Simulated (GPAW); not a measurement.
BN:

```xyz
4
Lattice="2.5539 0.0000 0.0000 -1.2770 2.2118 0.0000 0.0000 0.0000 4.2269" Properties=species:S:1:pos:R:3 pbc="T T T"
N     0.0000    1.4745    0.5295
N     1.2770    0.7373    2.6430
B     0.0000    1.4745    2.1123
B     1.2770    0.7373    4.2257
```

Measurements of this composition are mostly on another form, of space group No. 194.

Base run:

| Item | Value |
| --- | --- |
| Program | GPAW 26.7.0 |
| Functional | LDA |
| Potentials or basis | the program's PAW data sets (release 1.2.1) made for this functional |
| Cutoff | 600 eV |
| Basis | pw |
| k mesh | 10 × 10 × 5 |
| Occupations | fermi-dirac, width 0.001 eV |
| Spin | no spin polarisation |

Its results: band gap on the k mesh 5.16 eV, indirect (least direct gap 8.09 eV).

Question: The run is repeated on the same cell with these changes: functional from LDA to RPBE. What comes out?

Answer: Band gap on the k mesh 5.45 eV, indirect (least direct gap 8.27 eV).

Caveats: the long-wavelength limit can be off by a per cent or two; an odd mesh through Γ misses points on the zone boundary, where band edges often lie.

Not every run made on this cell is shown here.
